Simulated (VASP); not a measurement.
# C (Fd-3m) in VASP: notebook, part 2 of 2

VASP 6.6.1.

## Step 4: Relaxation of cell and atoms, rev-vdW-DF2

INCAR reads:

```
PREC = Accurate
ENCUT = 600
EDIFF = 1E-6
ISMEAR = 0
SIGMA = 0.03
LREAL = F
LASPH = T
NELM = 80
ALGO = Normal
ISIF = 3
LWAVE = F
LCHARG = F
GGA = MK
LUSE_VDW = T
AGGAC = 0.0
PARAM1 = 0.1234
PARAM2 = 0.711357
ZAB_VDW = -1.8867
IBRION = 2
NSW = 90
EDIFFG = -0.01
```

KPOINTS reads:

```
Automatic mesh
0
Gamma
  14 14 14
```

POSCAR reads:

```
C
1.0
    0.0000000000      1.7833700000      1.7833700000
    1.7833700000      0.0000000000      1.7833700000
    1.7833700000      1.7833700000      0.0000000000
C
2
Direct
    0.0000000000      0.0000000000      0.0000000000
    0.2500000000      0.2500000000      0.2500000000
```

Potentials or basis: VASP PAW PBE potentials, release 64 (C).

The run is started by

```bash
cat potpaw_PBE.64/C/POTCAR > POTCAR
mpirun -np 1 vasp_std > vasp.out
```

OUTCAR:

```text
PREC = Accurate
   ENCUT = 600
   EDIFF = 1E-6
   ISMEAR = 0
   LREAL = F
   LASPH = T
   NELM = 80
   ISIF = 3
   GGA = MK
   IBRION = 2
   NSW = 90
   EDIFFG = -0.01

 ion  position               nearest neighbor table
   1  0.000  0.000  0.000-   2 1.54   2 1.54   2 1.54   2 1.54
   2  0.250  0.250  0.250-   1 1.54   1 1.54   1 1.54   1 1.54

  LATTYP: Found a face centered cubic cell.
 ALAT       =     3.5667400000

  Lattice vectors:

 A1 = (   0.0000000000,   1.7833700000,   1.7833700000)
 A2 = (   1.7833700000,   0.0000000000,   1.7833700000)
 A3 = (   1.7833700000,   1.7833700000,   0.0000000000)

Analysis of symmetry for initial positions (statically):
=====================================================================
 Subroutine PRICEL returns:
 Original cell was already a primitive cell.

 Routine SETGRP: Setting up the symmetry group for a
 face centered cubic supercell.

 Subroutine GETGRP returns: Found 48 space group operations
 (whereof 24 operations were pure point group operations)
 out of a pool of 48 trial point group operations.

The static configuration has the point symmetry T_d .
 The point group associated with its full space group is O_h .

Analysis of symmetry for dynamics (positions and initial velocities):
=====================================================================
 Subroutine PRICEL returns:
 Original cell was already a primitive cell.

 Routine SETGRP: Setting up the symmetry group for a
 face centered cubic supercell.

 Subroutine GETGRP returns: Found 48 space group operations
 (whereof 24 operations were pure point group operations)
 out of a pool of 48 trial point group operations.

The dynamic configuration has the point symmetry T_d .
 The point group associated with its full space group is O_h .

 Subroutine INISYM returns: Found 48 space group operations
 (whereof 24 operations are pure point group operations),
 and found     1 'primitive' translations

[... 120 lines left out ...]
   LHFCALC =     F    Hartree Fock is set to
   AEXX    =    0.0000 exact exchange contribution
   IVDW_NL    =     1    kernel type
   BPARAM     = 6.3000
   IVDW    =     0    specifies the selected vdW correction
   LEPSILON=     F    determine dielectric tensor
   LRPA    =     F    only Hartree local field effects (RPA)
 conjugate gradient relaxation of ions
 non-spin polarized calculation
 Gauss-broadening in eV      SIGMA  =   0.03
  energy-cutoff  :      600.00
  volume of cell :       11.34
 maximum number of plane-waves:       388
   NGX =  9   NGY =  9   NGZ =  9

 number of electron       7.9999999 magnetization

 Free energy of the ion-electron system (eV)
  ---------------------------------------------------
  ext. energy  EPLUGINS =         0.00000000
  ---------------------------------------------------
  free energy    TOTEN  =       -16.50178213 eV

  energy without entropy =      -16.50178213  energy(sigma->0) =      -16.50178213

 E-fermi :   9.8502     XC(G=0): -13.2873

 val. band max:        9.6393721351   @ k =   0.0000   0.0000   0.0000
 cond. band min:      13.8177298786   @ k =   0.3571   0.3571   0.0000
 fundamental gap:      4.1783577436
 Fermi energy:         9.8502284268

 k-point     1 :       0.0000    0.0000    0.0000
  band No.  band energies     occupation
      1     -11.7456      2.00000
      2       9.6394      2.00000
      3       9.6394      2.00000
      4       9.6394      2.00000
      5      15.2627      0.00000
      6      15.2627      0.00000
      7      15.2627      0.00000
      8      23.0512      0.00000
[... 243 lines left out ...]
 k-point    24 :       0.2857    0.1429    0.0000
  band No.  band energies     occupation
      1      -9.6971      2.00000
      2       3.6631      2.00000
      3       6.3426      2.00000
      4       7.0673      2.00000
      5      15.5908      0.00000
      6      19.6298      0.00000
      7      19.7144      0.00000
      8      22.0589      0.00000

 [... further k-points ...]

------------------------ aborting loop because EDIFF is reached ----------------------------------------

  FORCE on cell =-STRESS in cart. coord.  units (eV):
  Direction    XX          YY          ZZ          XY          YZ          ZX
  --------------------------------------------------------------------------------------
  -------------------------------------------------------------------------------------
  Total       -0.0029891     -0.0029891     -0.0029891      0.0000000      0.0000000     -0.0000000
  in kB       -0.4221776     -0.4221776     -0.4221776      0.0000000      0.0000000     -0.0000000
  external PRESSURE =      -0.4221776 kB  Pullay stress =       0.0000000 kB

 VOLUME and BASIS-vectors are now :
 -----------------------------------------------------------------------------
  energy-cutoff  :      600.00
  volume of cell :       11.34
      direct lattice vectors                 reciprocal lattice vectors
     0.000000000  1.783370000  1.783370000    -0.280368067  0.280368067  0.280368067
     1.783370000  0.000000000  1.783370000     0.280368067 -0.280368067  0.280368067
     1.783370000  1.783370000  0.000000000     0.280368067  0.280368067 -0.280368067

 POSITION                                       TOTAL-FORCE (eV/Angst)
 -----------------------------------------------------------------------------------
      0.00000      0.00000      0.00000        -0.000000     -0.000000     -0.000000
      0.89168      0.89168      0.89168         0.000000      0.000000      0.000000
 -----------------------------------------------------------------------------------
    total drift:                                0.000000      0.000000      0.000000

  FREE ENERGIE OF THE ION-ELECTRON SYSTEM (eV)
  ---------------------------------------------------
  free  energy   TOTEN  =       -16.5017821318 eV

  energy  without entropy=      -16.5017821318  energy(sigma->0) =      -16.50178213

Total vdW correction in eV:      0.6985354

 reached required accuracy - stopping structural energy minimisation
```

OSZICAR:

```text
N       E                     dE             d eps       ncg     rms          rms(c)
DAV:   1     0.497237614252E+01    0.49724E+01   -0.56086E+03  1688   0.112E+03
DAV:   2    -0.170295982344E+02   -0.22002E+02   -0.21225E+02  2648   0.124E+02
DAV:   3    -0.171706581922E+02   -0.14106E+00   -0.14106E+00  1776   0.132E+01
DAV:   4    -0.171708698954E+02   -0.21170E-03   -0.21170E-03  2392   0.541E-01
DAV:   5    -0.171708699975E+02   -0.10202E-06   -0.10202E-06  1728   0.659E-03    0.557E+00
DAV:   6    -0.166741290662E+02    0.49674E+00   -0.39956E-01  1720   0.501E+00    0.331E+00
DAV:   7    -0.165011977714E+02    0.17293E+00   -0.47236E-01  2040   0.547E+00    0.731E-01
DAV:   8    -0.165017574385E+02   -0.55967E-03   -0.17637E-03  1712   0.521E-01    0.308E-02
DAV:   9    -0.165017766755E+02   -0.19237E-04   -0.14776E-05  2384   0.501E-02    0.303E-02
DAV:  10    -0.165017821808E+02   -0.55053E-05   -0.50900E-06  1728   0.280E-02    0.544E-03
DAV:  11    -0.165017821318E+02    0.48955E-07   -0.10885E-07   960   0.312E-03
   1 F= -.16501782E+02 E0= -.16501782E+02  d E =-.165018E+02
```

CONTCAR:

```text
C
   1.00000000000000
     0.0000000000000000    1.7833699999999999    1.7833699999999999
     1.7833699999999999    0.0000000000000000    1.7833699999999999
     1.7833699999999999    1.7833699999999999    0.0000000000000000
  C
     2
Direct
     0.0000000000000000    0.0000000000000000    0.0000000000000000
     0.2500000000000000    0.2500000000000000    0.2500000000000000

  0.00000000E+00  0.00000000E+00  0.00000000E+00
  0.00000000E+00  0.00000000E+00  0.00000000E+00
```

Wall time 17 s (1 thread of Intel Xeon Platinum 8259CL at 2.50GHz (Skylake/Cascade Lake), shared host); peak memory 0.22 GiB.

What came out:

- Free energy: -16.5018 eV
- Pressure after relaxing: 0.0 GPa
- Band gap on the k mesh: 4.18 eV, indirect (least direct gap 5.62 eV)

Final structure:
```
CELL_PARAMETERS angstrom
0.00000 1.78337 1.78337
1.78337 0.00000 1.78337
1.78337 1.78337 0.00000
ATOMIC_POSITIONS crystal
C 0.00000 0.00000 0.00000
C 0.25000 0.25000 0.25000
```

Caveat: the relaxation stopped at its first step, so nothing moved; the PAW data sets were made with another functional, which shifts forces and pressure a little. A k mesh can miss the band edges.

## Step 5: Relaxation of cell and atoms, rev-vdW-DF2

Edit INCAR of step 4 so:

```diff
@@ -2,3 +2,3 @@
 ENCUT = 600
-EDIFF = 1E-6
+EDIFF = 1E-7
 ISMEAR = 0
@@ -20,2 +20,2 @@
 NSW = 90
-EDIFFG = -0.01
+EDIFFG = -0.005
```

KPOINTS is that of step 4.

POSCAR reads:

```
C                                       
1.0
    0.0000000000      1.7833700000      1.7833700000
    1.7833700000      0.0000000000      1.7833700000
    1.7833700000      1.7833700000      0.0000000000
  C             
     2
Direct
     0.0000000000000000    0.0000000000000000    0.0000000000000000
     0.2500000000000000    0.2500000000000000    0.2500000000000000
```

The run is started by

```bash
cat potpaw_PBE.64/C/POTCAR > POTCAR
mpirun -np 1 vasp_std > vasp.out
```

Run time: 17 s. Hardware: 1 thread of Intel Xeon Platinum 8259CL at 2.50GHz (Skylake/Cascade Lake), shared host; peak memory 0.22 GiB.

The run converged. Its results:

| Property | Result |
| --- | --- |
| Free energy | -16.5018 eV |
| Pressure after relaxing | 0.0 GPa |
| Band gap on the k mesh | 4.18 eV, indirect (least direct gap 5.62 eV) |

Final structure:
```yaml
crystal:
  lattice:
    - [0.00000, 1.78337, 1.78337]
    - [1.78337, 0.00000, 1.78337]
    - [1.78337, 1.78337, 0.00000]
  atoms:
    - { symbol: C, position: [0.00000, 0.00000, 0.00000] }
    - { symbol: C, position: [0.25000, 0.25000, 0.25000] }
```

Levels at points of the mesh, in eV from the valence-band top:
| k point | band 1 | band 2 | band 3 | band 4 | band 5 | band 6 | band 7 | band 8 |
| --- | --- | --- | --- | --- | --- | --- | --- | --- |
| (0.00, 0.00, 0.00) | -21.38 | 0.00 | 0.00 | 0.00 | 5.62 | 5.62 | 5.62 | 13.41 |
| (0.50, 0.00, 0.00) | -15.60 | -13.32 | -2.78 | -2.78 | 8.49 | 8.49 | 8.93 | 15.66 |
| (0.50, 0.50, 0.00) | -12.69 | -12.69 | -6.27 | -6.27 | 4.81 | 4.81 | 16.76 | 16.76 |

Caveat: the relaxation stopped at its first step, so nothing moved; the PAW data sets were made with another functional, which shifts forces and pressure a little.

## Step 6: Relaxation of cell and atoms, r2SCAN+rVV10

INCAR reads:

```
SYSTEM = C
PREC = Accurate
ENCUT = 600
EDIFF = 1E-6
ISMEAR = 0
SIGMA = 0.03
LREAL = .False.
LASPH = .True.
NELM = 80
ALGO = Normal
ISIF = 3
LWAVE = .False.
LCHARG = .False.
METAGGA = R2SCAN
LMIXTAU = .True.
LUSE_VDW = .True.
IVDW_NL = 2
BPARAM = 11.95
CPARAM = 0.0093
IBRION = 2
NSW = 90
EDIFFG = -0.01
```

KPOINTS reads:

```
regular mesh
0
Gamma
  14 14 14
  0 0 0
```

POSCAR reads:

```
C
1.0
    0.0000000000      1.7833700000      1.7833700000
    1.7833700000      0.0000000000      1.7833700000
    1.7833700000      1.7833700000      0.0000000000
C
2
Direct
    0.0000000000      0.0000000000      0.0000000000
    0.2500000000      0.2500000000      0.2500000000
```

Potentials or basis: VASP PAW PBE potentials, release 64 (C).

The run is started by

```bash
cat potpaw_PBE.64/C/POTCAR > POTCAR
mpirun -np 1 vasp_std > vasp.out
```

Wall time 2.1 min (1 thread of Intel Xeon Platinum 8259CL at 2.50GHz (Skylake/Cascade Lake), shared host); peak memory 0.17 GiB.

Results (log left out):

```
Free energy                            : -19.5882 eV
Relaxed volume                         : 5.63 Å³/atom
Relaxed cell                           : a = 2.516 Å, b = 2.516 Å, c = 2.516 Å, α = 60.00°, β = 60.00°, γ = 60.00°
Space group after relaxing (to 0.05 Å) : Fd-3m (No. 227)
Energy gained by relaxing              : 0.4 meV/atom
Ionic steps                            : 3
Pressure after relaxing                : 0.0 GPa
Band gap on the k mesh                 : 4.31 eV, indirect (least direct gap 5.85 eV)
```

The path:
```
step  energy change (eV)  largest force (eV/Å)  pressure (GPa)  volume (Å³)
   1              0.0000                0.0000           -3.00        11.34
   2              0.0005                0.0000            4.00        11.17
   3             -0.0007                0.0000           -0.05        11.27
```

Final structure:
```
C
1.0
     0.00000    1.77939    1.77939
     1.77939    0.00000    1.77939
     1.77939    1.77939    0.00000
C
2
Direct
  0.00000 0.00000 0.00000
  0.25000 0.25000 0.25000
```

Levels at points of the mesh, in eV from the valence-band top:
| k point | band 1 | band 2 | band 3 | band 4 | band 5 | band 6 | band 7 | band 8 |
| --- | --- | --- | --- | --- | --- | --- | --- | --- |
| (0.00, 0.00, 0.00) | -22.80 | 0.00 | 0.00 | 0.00 | 5.85 | 5.85 | 5.85 | 13.97 |
| (0.50, 0.00, 0.00) | -16.81 | -14.14 | -3.00 | -3.00 | 8.89 | 8.89 | 9.21 | 16.72 |
| (0.50, 0.50, 0.00) | -13.64 | -13.64 | -6.71 | -6.71 | 4.98 | 4.98 | 17.98 | 17.98 |

Caveat: the PAW data sets were made with another functional, which shifts forces and pressure a little. r2SCAN opens gaps a little over a GGA but as a rule still falls short of measured ones.

## Step 7: Overview

```tsv
level	gap on the mesh (eV)	pressure (GPa)
RPBE	4.09	-0.1
rev-vdW-DF2	4.18	0.0
r2SCAN+rVV10	4.31	0.0
```

Alike in all rows: task relaxation of cell and atoms; potentials or basis VASP PAW PBE potentials, release 64 (C); no spin polarisation; cell relaxed; k mesh 14 × 14 × 14; cutoff (eV) 600; smearing gaussian 0.03 eV.

Caveats: the PAW data sets were made with another functional, which shifts forces and pressure a little; the relaxation stopped at its first step, so nothing moved (some runs).

Absolute energies hang on the potentials; compare differences alone.
